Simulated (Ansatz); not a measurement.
**NaF (rocksalt) under strain**

NaF in the rocksalt structure, relaxed with r2SCAN in the PAW code Ansatz. Space group Fm-3m (No. 225), cubic; a = 4.594 Å in the conventional setting, 12.12 Å³ an atom. Na has 6 F at 2.30 Å; F has 6 Na at 2.30 Å.

The axes x, y and z are those of this cell:
```
CELL_PARAMETERS angstrom
0.00000 2.29717 2.29717
2.29717 0.00000 2.29717
2.29717 2.29717 0.00000
ATOMIC_POSITIONS crystal
Na 0.00000 0.00000 0.00000
F 0.50000 0.50000 0.50000
```

Unstrained: PBE gives a direct gap of 6.456 eV at Γ. r2SCAN gives a direct gap of 7.282 eV at Γ. The HSE06 gap is direct at Γ: 8.635 eV. Meshes: PBE 10×10×10, r2SCAN 10×10×10, HSE06 6×6×6. Strains are changes of length per length. After each strain the atoms were relaxed again with r2SCAN within the symmetry that the strain leaves, so tilts or polar shifts that break it weren't tested; points keep the names that they have in the unstrained zone. No spin polarisation and no zero-point or thermal motion.

Changes of the least gap in eV (an overlap counts as a negative gap):

| strain | volume change (%) | space group | PBE | r2SCAN | HSE06 | G0W0@PBE (mesh) | energy rise, r2SCAN (meV/atom) |
| --- | --- | --- | --- | --- | --- | --- | --- |
| uniaxial -3.0 % along x | -3.0 | I4/mmm | +0.171 | +0.173 | +0.187 | +0.20 | 4.6 |
| uniaxial -0.5 % along z | -0.5 | I4/mmm | +0.029 | +0.028 | +0.031 | +0.03 | 0.1 |
| epitaxial -2.0 % in the plane normal to [111], free normal strain +1.54 % | -2.5 | R-3m | +0.102 | +0.105 | +0.116 | +0.12 | 3.2 |
| isotropic -0.5 % on every length | -1.5 | Fm-3m | +0.086 | +0.088 | +0.094 | +0.10 | 0.5 |

Unstrained, G0W0@PBE with 101 empty bands, a screening cutoff of 150 eV and a 6×6×6 mesh gives 10.62 eV on its mesh; the band count follows the volume. G0W0 here is at a finite number of bands, screening cutoff and k mesh, not at the basis limit.

Uniaxial -3.0 % along x, other directions held. HSE06: the gap goes from 8.635 to 8.822 eV (+0.187 eV). Stress change with r2SCAN, compression positive: xx +4.36, yy +0.71, zz +0.71 GPa.

Uniaxial -0.5 % along z, other directions held. HSE06: the gap goes from 8.635 to 8.666 eV (+0.031 eV). Stress change with r2SCAN, compression positive: xx +0.11, yy +0.11, zz +0.61 GPa.

Epitaxial -2.0 % in the plane normal to [111], free normal strain +1.54 %. HSE06: the gap goes from 8.635 to 8.751 eV (+0.116 eV); with r2SCAN the top three valence levels at Γ, degenerate before, become 2+1 from the top over 104 meV. Stress change with r2SCAN, compression positive: xx +1.43, yy +1.43, zz +1.43, xy -0.73, xz -0.73, yz -0.73 GPa.

Isotropic -0.5 % on every length. HSE06: the gap goes from 8.635 to 8.729 eV (+0.094 eV). Stress change with r2SCAN, compression positive: xx +0.85, yy +0.85, zz +0.85 GPa. For HSE06, dE_g/d ln V = -6.2 eV over this step.

The meshes of the hybrids are coarse, so their gaps aren't converged to the digits shown.

The splittings at Γ are without spin-orbit coupling, which regroups them where it is of like size or larger.
